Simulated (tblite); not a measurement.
## CdI$_{2}$: one setting at a time in tblite

Simulated with tblite 0.8.0. This is a test of settings. The cell began as a measured structure and was relaxed with r2SCAN+rVV10 in plane waves (Ansatz 0.2.0). All runs are without spin polarisation.

Space group P-3m1 (No. 164), trigonal; conventional cell a = 4.248 Å, c = 6.884 Å, 35.87 Å³ an atom. Cd has 6 I at 2.99 Å; I has 3 Cd at 2.99 Å.

The base run uses GFN2-xTB on a cluster of 54 atoms.

```python
import json
from ase import Atoms
from ase.build import make_supercell
from ase.units import Bohr, GPa, Hartree
from tblite.interface import Calculator

atoms = Atoms(['Cd', 'I', 'I'],
              cell=[[4.2483569, 0.0, 0.0], [-2.12417845, 3.679185, 0.0], [0.0, 0.0, 6.88441515]],
              scaled_positions=[[0.0, 0.0, 0.0], [0.333333333, 0.666666667, 0.249559232], [0.666666667, 0.333333333, 0.750440768]],
              pbc=True)
cluster = make_supercell(atoms, [[3, 0, 0], [0, 3, 0], [0, 0, 2]])
calc = Calculator('GFN2-xTB', cluster.numbers, cluster.positions / Bohr, lattice=cluster.cell[:] / Bohr, periodic=cluster.pbc)
calc.set('temperature', 0.02 / Hartree)
calc.set('max-iter', 150)
res = calc.singlepoint()
levels = res.get('orbital-energies') * Hartree
nv = round(res.get('orbital-occupations').sum() / 2)
cells = len(cluster) // len(atoms)
out = {'energy_per_cell': res.get('energy') * Hartree / cells, 'homo': levels[nv - 1], 'lumo': levels[nv],
       'stress': (-res.get('virial') * Hartree / cluster.get_volume() / GPa).tolist(), 'charges': res.get('charges')[:len(atoms)].tolist(), 'electrons': 2 * nv / cells}
json.dump(out, open('results.json', 'w'))
for key, value in out.items():
    print(key, value)
```

Command: `python run.py`. It took 2.7 s on 1 thread of Arm Neoverse V2 (shared host), peak memory 0.12 GiB.

It converged with a gap of 3.92 eV and a pressure of 2.61 GPa (positive in compression). xTB was fitted to molecules, so gaps, charges and pressures of solids can be far off.

Each further run moved one setting: temperature (electronic temperature in eV); mixer-damping (damping of the charge mixer); accuracy (scale of the thresholds); max-iter (limit on cycles); cluster (size of the cluster in conventional cells). Changes are from the base run, which isn't itself converged in every setting; energies of another Hamiltonian, functional, basis or charge aren't compared, and those at a high electronic temperature are mostly its entropy term.

```csv
setting,how it ended,gap change (eV),energy change (meV/atom),pressure change (GPa),time (s)
temperature = 0.001,converged,0.00,0.0,0.00,2.7
mixer-damping = 0.1,converged,0.00,0.0,0.00,3
accuracy = 10.0,converged,0.00,0.0,0.00,2.3
max-iter = 5 (poor on purpose),not converged,–,–,–,2.5
cluster = 1x1x1 (poor on purpose),converged,6.63,2555.8,18.25,0.69
cluster = 4x4x3,converged,0.23,-36.5,-0.47,13
```

temperature = 0.001 changes nothing that matters here. mixer-damping = 0.1 changes nothing that matters here. accuracy = 10.0 changes nothing that matters here. With max-iter = 5 the cycle ended unconverged.

The end of the log, shortened, for max-iter = 5:

```
------------------------------------------------------------
  cycle        total energy    energy error   density error
------------------------------------------------------------
      1     -144.5617503081  -1.4472033E+02   7.4461580E-01
      2     -151.2301603942  -6.6684101E+00   7.8546386E-01
      3     -151.2481387258  -1.7978332E-02   7.1315391E-01
      4     -151.2313001015   1.6838624E-02   1.0704120E-01
      5     -150.9730291528   2.5827095E-01   1.2990479E-01
------------------------------------------------------------
 total:                                   1.942 sec
tblite.exceptions.TBLiteRuntimeError: SCF not converged in 5 cycles
```

Spin-orbit coupling is left out, which matters wherever the heavy atoms make up the band edges.
